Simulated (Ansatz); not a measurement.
**Mg2Si (COD cell start) from one functional to the next**

The compound was started in one structure type and brought to zero pressure at each level (plane-wave PAW code Ansatz, Gaussian smearing of 0.05 eV, scalar-relativistic unless SOC, spin–orbit coupling, is named).

The start was a cell as deposited in COD.

The cell at PBEsol (neighbours within 15 % of each site's shortest distance, so a longer bond may be listed from one end only): The structure is cubic, space group Fm-3m (No. 225). Conventional cell: a = 6.326 Å, b = 6.326 Å, c = 6.326 Å, α = 90.00°, β = 90.00°, γ = 90.00°. Mg (site symmetry -43m) has 4 Si at 2.74 Å as nearest neighbours. Si (site symmetry m-3m) is surrounded by 8 Mg at 2.74 Å.

```tsv
level	cutoff (eV)	k-mesh	final group	a (Å)	V (Å³/atom)	gap (eV)	B0 (GPa)	E_f (eV/atom)
PBEsol	420	8×8×8	Fm-3m	6.326	21.09	0.11	56	-0.16
PBE	420	10×10×10	Fm-3m	6.365	21.49	0.22	54	-0.16
```

Q: Estimate the row for r²SCAN (500 eV, 10×10×10 mesh).

A: final group Fm-3m, a (Å) 6.338, V (Å³/atom) 21.22, gap (eV) 0.45, E_f (eV/atom) -0.21.

Volumes against PBE: PBEsol −1.8 %, r²SCAN −1.3 %. PBEsol < PBE is the usual order of volumes: a stronger gradient correction lowers the energy of inhomogeneous, expanded densities and so lengthens the bonds (here 0.6 % in length from PBEsol to PBE, a third of the change in volume). Of these two, the larger cell is the softer: stretching the PBEsol crystal to the PBE volume along its own (Murnaghan) curve would take its modulus to B0 (V0/V)^B0′ = 56 × (21.09/21.49)^4.0 = 52 GPa, against 54 GPa found, so volume alone would soften it more than is found. r²SCAN widens the gap by 0.23 eV over PBE, as meta-GGAs in the generalised Kohn–Sham scheme often do. The formation energy spans 0.05 eV/atom over the functionals (r²SCAN lowest, PBE and PBEsol highest); the spread holds the functional's effect on the elements as well as on the compound.

All functionals run on datasets generated with PBE. The gaps are differences of one-electron levels. E_f is the formation energy from the elements run alike, at 0 K, without zero-point energy; it is good to about 0.01 eV/atom as a calculation.

All runs used the PAW datasets of the set soft_2.
